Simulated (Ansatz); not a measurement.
Starting cell, CoPt (CuAu type, space group P4/mmm):

```xyz
2
Lattice="2.6763 0.0000 0.0000 0.0000 2.6763 0.0000 0.0000 0.0000 3.7275" Properties=species:S:1:pos:R:3 pbc="T T T"
Co     1.3382     1.3382     1.8638
Pt     0.0000     0.0000     0.0000
```

In this cell atom 2 (Pt, nearest neighbour Co at 2.656 Å; its periodic images, 2.7 Å or more away, move with it) is moved by s along Cartesian [110], unit vector (0.707, 0.707, 0.000); all other atoms and the cell stay fixed.

The numbers are results of r2SCAN (plane waves to 500 eV, PAW, scalar-relativistic; Ansatz, a first-principles code), not measurements. k mesh 14×14×10 (Γ-centred), Fermi-Dirac smearing 0.05 eV. Energies are smeared free energies. With partly filled bands, energies and forces of such displacements shift with the k mesh and the smearing. On this mesh the relaxed cell isn't quite at rest: it carries a pressure of -0.2 GPa (compression positive) at the zero of the scan. CoPt was relaxed with its symmetry unable to fall. Relaxed CoPt ends ferromagnetic. Spin-orbit coupling is left out, though Pt is heavy. The magnetic order is the one the run started from; other orders were not tried. ΔE is measured from the undisplaced structure. The last digit holds for this mesh only.

```tsv
s (Å)	ΔE (meV/cell)
-0.530	withheld
-0.424	405.4
-0.318	219.6
-0.212	94.3
-0.106	23.2
0.000	0.0
0.106	23.2
0.212	94.3
0.318	219.6
0.424	405.4
0.530	withheld
```

Fit an even polynomial form (powers 2, 4, 6) to the given rows and predict ΔE at s = -0.530.

Least squares on the 9 given rows: ΔE = (2035)·s² + (1504)·s⁴ + (-1568)·s⁶, in meV/cell with s in Å; root-mean-square residual 0.08 meV/cell. At -0.530 the fit gives 655.6 meV/cell; the calculation gives 659.1 meV/cell, so the extrapolation is off by -3.5 (-0.5 %). The quadratic term alone would give 571.6 meV/cell.

(For displaced atoms, the force is minus the slope of the energy, and its curvature is a force constant, which sets phonon frequencies.)
